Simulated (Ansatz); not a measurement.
# NiO (Fm-3m): equation of state

The task here is to estimate one member of a computed series from the others.

Program: Ansatz 0.2.0. Level of theory: DFT PBE+U (U_eff = 6.2 eV on Ni 3d), scalar-relativistic, plane waves, PAW. These are calculated values, not measurements.

### The structure to begin with

The structure is cubic, space group Fm-3m (No. 225). The conventional cell has a = 4.251 Å, b = 4.251 Å, c = 4.251 Å, α = 90.00°, β = 90.00°, γ = 90.00°. Ni (site symmetry m-3m) is surrounded by 6 O at 2.13 Å. O (site symmetry m-3m) is surrounded by 6 Ni at 2.13 Å.

As a file:

```xyz
4
Lattice="1.5035 0.8680 2.4552 -1.5035 0.8680 2.4552 0.0000 -5.2027 -0.0020" Properties=species:S:1:pos:R:3 pbc="T T T"
Ni    1.5035    0.8680    2.4552
O     0.0000    0.0014    3.6823
Ni    1.5035   -0.8653    4.9095
O     0.0000   -1.7319    6.1366
```

An earlier run at PBE+U (U_eff = 6.2 eV on Ni 3d) left this cell at 9.601 Å³/atom and 0.00 GPa (10×10×6 mesh). The large moments point both ways and cancel.

Volume factors to run: 0.980, 1.020, 0.960, 1.040.

Set-up of the first run:

The input, input.yaml:

```yaml
crystal:
  lattice:
    - [1.4934140451, 0.8622204948, 2.4387469781]
    - [-1.4934140451, 0.8622204948, 2.4387469781]
    - [0.0, -5.1677967716, -0.0019544603]
  atoms:
    - { symbol: Ni, position: [1.0, 0.0, 0.0], spin: 1.85 }
    - { symbol: O, position: [0.7499999994, 0.7499999994, 0.2499999982] }
    - { symbol: Ni, position: [1.5, 0.5, 0.5], spin: -1.85 }
    - { symbol: O, position: [1.2500000006, 1.2500000006, 0.7500000018] }
basis:
  ecutwfc: 420
  ecutrho_ratio: 4
kpoints:
  mp_grid: { grid: [10, 10, 6] }
hamiltonian:
  xc: pbe
  hubbard:
    sites:
      - { species: Ni, l: d, u_eff: 6.2, starting_ns: start.occupation_matrices }
    ns_hold: { iters: 6 }
scf:
  occupations: { method: gaussian, width: 0.05 }
  lower_state_search: "off"
output:
  forces: true
  stress: true
  eigenvalues: true
  populations: true
magnetization:
  spin_polarized: true
relax:
  f_tol: 0.01
  max_steps: 40
  cell: { stress_tol: 0.1, fix: [volume] }
```

The open shells start from the occupation matrices of the run at the neighbouring geometry (file start.occupation_matrices).

Launch:

```
> ansatz run input.yaml --threads 2 --pin off --max-ram 5120MiB --backend cpu --events-out ev --progress --plain --runs-dir out
```

Among the steps run: At 0.980 of the relaxed volume; Volume × 1.020; Volume × 0.960; Scaling the volume by 1.040.

One table of the session follows, with a row left open; its other results are not shown here.

| volume (Å³/atom) | energy (meV/atom) | pressure (GPa) | gap (eV) | moment of atom 1 (μB) |
| --- | --- | --- | --- | --- |
| 9.217 | 9.32 | 8.09 | 3.05 | 1.67 |
| 9.409 | ? | ? | ? | ? |
| 9.601 | 0.00 | 0.00 | 2.77 | 1.69 |
| 9.794 | 2.08 | -3.43 | 2.63 | 1.69 |
| 9.986 | 8.10 | -6.52 | 2.51 | 1.70 |

Estimate the missing values for volume (Å³/atom) = 9.409.

Worked estimate for «energy (meV/atom)». A straight line through the neighbours (9.217, 9.32) and (9.601, 0.00) gives 9.32 + (0.00 − 9.32) × (9.409 − 9.217) / (9.601 − 9.217) = 4.66; a parabola fitted to 3 rows on both sides gives 2.42.

The run gave: energy (meV/atom): 2.25; pressure (GPa): 3.82; gap (eV): 2.91; moment of atom 1 (μB): 1.68. In «energy (meV/atom)» the line misses by +2.41 and the parabola by +0.17.

volume (Å³/atom), energy (meV/atom) and a bar:
```
     9.22        9.3 ##############################
     9.41        2.2 #######
     9.60        0.0 
     9.79        2.1 #######
     9.99        8.1 ##########################
```

Caveats from the session: Warnings in the runs' records: near symmetry operations not taken, anti translation declined, stability check not made.
